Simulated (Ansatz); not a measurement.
Point defect: C vacancy in SiC

All numbers below come from Ansatz, DFT PBE, scalar-relativistic, plane waves, PAW. Settings: 420 eV cutoff, 2×2×2 k-mesh, Gaussian smearing of 0.01 eV, collinear spin in charge +1 alone.

Host crystal, relaxed:

```yaml
crystal:
  lattice:
    - [3.09194, 0.00000, 0.00000]
    - [-1.54597, 2.67770, 0.00000]
    - [0.00000, 0.00000, 5.07429]
  atoms:
    - { symbol: Si, position: [0.33333, 0.66667, 0.49958] }
    - { symbol: Si, position: [0.66667, 0.33333, 0.99958] }
    - { symbol: C, position: [0.33333, 0.66667, 0.87542] }
    - { symbol: C, position: [0.66667, 0.33333, 0.37542] }
```

Supercell of 12 atoms, rows in host cell vectors: 0 0 1; 1 -1 0; 1 2 0. Atoms relax at the host's cell, keeping the symmetry that the supercell leaves at the site. The cell is small, so energies carry finite-size errors of tenths of an eV. The host's Kohn–Sham gap is 2.31 eV. Atoms are taken from and returned to the elements' standard states. Charged cells are corrected for image charges with the computed static dielectric tensor (mean 10.6) and aligned with the host's potential at far atoms (alignment terms reach 2.20 eV; the program doubts the alignment in some charges, where it is up to 2.20 eV). No band-filling term is added, and the Fermi level counts from the host's valence band top.

Defect: C vacancy set at (0.333, 0.667, 0.875) of the host cell. Before relaxation its nearest neighbours are 3 Si at 1.89 Å, 1 Si at 1.91 Å.

| charge | E_f at the valence band top (eV) | over the neutral state (eV) | moment (μB) | largest move (Å) | atoms near the site |
| --- | --- | --- | --- | --- | --- |
| +2 | 2.27 | -2.16 | 0.00 | 0.23 | 3 Si at 1.97 Å, 1 Si at 2.11 Å |
| +1 | 2.89 | -1.54 | 0.50 | 0.13 | 3 Si at 1.94 Å, 1 Si at 2.03 Å |
| 0 | 4.43 | 0.00 | 0.00 | 0.04 | 3 Si at 1.87 Å, 1 Si at 1.89 Å |

Among the charges computed the stable one is +2 at the valence band top, changing to +1 at 0.62 eV, changing to 0 at 1.54 eV. In charge +1, 0 the cell has partly filled bands: a level of the defect may be part filled, the carrier may sit in the host's bands, or levels may cross between the k points, so transitions that involve it are doubtful. Without the alignment that the program doubts, the level (+2/+1) would lie at -0.54 eV, outside the gap, so these runs don't decide whether the defect changes charge there. Fractional moments come from partly filled bands of the small cell.